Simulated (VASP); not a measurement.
Here is a VASP 6.6.1 calculation.

Contents of INCAR:

```
SYSTEM = TePb
ALGO = Normal
EDIFF = 1E-6
ENCUT = 520
GGA = PE
ISIF = 2
ISMEAR = 0
LASPH = .TRUE.
LCHARG = .FALSE.
LREAL = .FALSE.
LWAVE = .FALSE.
NBANDS = 17
NELM = 80
PREC = Accurate
SIGMA = 0.01
```

KPOINTS

```
k-points
0
G
  4 4 4
  0 0 0
```

Contents of POSCAR:

```
TePb
1.0
    0.0000000000      3.2678555474      3.2678555474
    3.2678555474      0.0000000000      3.2678555474
    3.2678555474      3.2678555474      0.0000000000
Te Pb
1 1
Direct
    0.5000000000      0.5000000000      0.5000000000
    0.0000000000      0.0000000000      0.0000000000
```

Potentials or basis: VASP PAW PBE potentials, release 64 (Te, Pb_d).

Run with:

```bash
$ cat potpaw_PBE.64/Te/POTCAR potpaw_PBE.64/Pb_d/POTCAR > POTCAR
$ mpirun -np 1 vasp_std > vasp.out
```

Question: Estimate the pressure.

Answer: 0.6 GPa.

Question: What does it give for the band gap on the k mesh?

Answer: 0.80 eV, direct.

Caveat: spin-orbit coupling is left out, which moves the levels of the heavy elements.

**The experiment to reproduce.**

From a printed reference work, monograph, for a bulk crystal of TePb at 4.2 K: band gap 0.19 eV (direct).

Against the measured gap of TePb, 0.19 eV (direct; 4.2 K; a printed reference work, monograph), the calculated 0.80 eV is off by +0.61 eV. Spin-orbit coupling on Pb, Te is left out. The value is that of PBE on a finite k mesh, which can miss the band edges, without temperature or zero-point motion.
